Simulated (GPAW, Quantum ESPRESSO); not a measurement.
A Quantum ESPRESSO input for a self-consistent single point of BeO (P6_3mc, 8 atoms in the cell) (DFT, PBE, plane waves, GBRV 1.5 ultrasoft (PBE) pseudopotentials):

```fortran
&control
   calculation = 'scf'
   prefix = 'beo'
   outdir = './tmp'
   pseudo_dir = './'
   tprnfor = .true.
   tstress = .true.
/
&system
   ibrav = 0
   nat = 8
   ntyp = 2
   ecutwfc = 40
   ecutrho = 200
   occupations = 'smearing'
   smearing = 'gaussian'
   degauss = 0.0147
/
&electrons
   conv_thr = 1.0d-8
/
ATOMIC_SPECIES
Be     9.0122  be_pbe_v1.4.uspp.F.UPF
O     15.9990  o_pbe_v1.2.uspp.F.UPF
CELL_PARAMETERS angstrom
   2.7173113718     0.0000000000     0.0000000000
  -1.3586556859     2.3532606780     0.0000000000
   0.0000000000     0.0000000000     8.8957810000
ATOMIC_POSITIONS crystal
Be    0.0000000000    0.0000000000    0.0000000000
Be    0.0000000000    0.0000000000    0.5000000000
Be    0.6666666667    0.3333333333    0.7501800000
Be    0.3333333333    0.6666666667    0.2501800000
O     0.0000000000    0.0000000000    0.8121600000
O     0.0000000000    0.0000000000    0.3121600000
O     0.6666666667    0.3333333333    0.5632900000
O     0.3333333333    0.6666666667    0.0632900000
K_POINTS automatic
14 14 4  0 0 0
```

### Question
Give the GPAW input for the same structure, mesh, smearing and functional.

### Answer
This is the input that was run; spellings and numerical settings could be chosen otherwise.

```python
from ase import Atoms
from ase.units import GPa
from gpaw import GPAW, PW

atoms = Atoms(['Be', 'Be', 'Be', 'Be', 'O', 'O', 'O', 'O'],
              cell=[[2.717311, 0.000000, 0.000000],
                    [-1.358656, 2.353261, 0.000000],
                    [0.000000, 0.000000, 8.895781]],
              positions=[[0.000000, 0.000000, 0.000000],
                         [0.000000, 0.000000, 4.447890],
                         [1.358657, 0.784420, 6.673437],
                         [-0.000002, 1.568841, 2.225546],
                         [0.000000, 0.000000, 7.224797],
                         [0.000000, 0.000000, 2.776907],
                         [1.358657, 0.784420, 5.010904],
                         [-0.000002, 1.568841, 0.563014]],
              pbc=True)

calc = GPAW(mode=PW(950),
            xc='PBE',
            kpts={'size': (14, 14, 4), 'gamma': True},
            occupations={'name': 'methfessel-paxton', 'width': 0.2, 'order': 0},
            nbands=-12,
            convergence={'forces': 0.001},
            symmetry={'symmorphic': False, 'tolerance': 0.0005},
            maxiter=150,
            txt='-')

atoms.calc = calc

energy = atoms.get_potential_energy()
print('Energy (eV):', round(energy, 6))
forces = atoms.get_forces()
print('Forces (eV/Ang):')
print(forces.round(5))
stress = atoms.get_stress()
print('Stress (GPa, Voigt):', (stress / GPa).round(4))
```

Basis, cutoffs, solver keys and any potentials are the target program's own. This input uses DFT PBE, plane waves, GPAW PAW datasets PBE (gpaw-data 1.0.1).

The starting cell was generated: these elements placed on a structure prototype, without a prior relaxation; it need not be a known phase or ordering of this composition. Its lattice was rescaled by a random factor within 2.5 % of one.
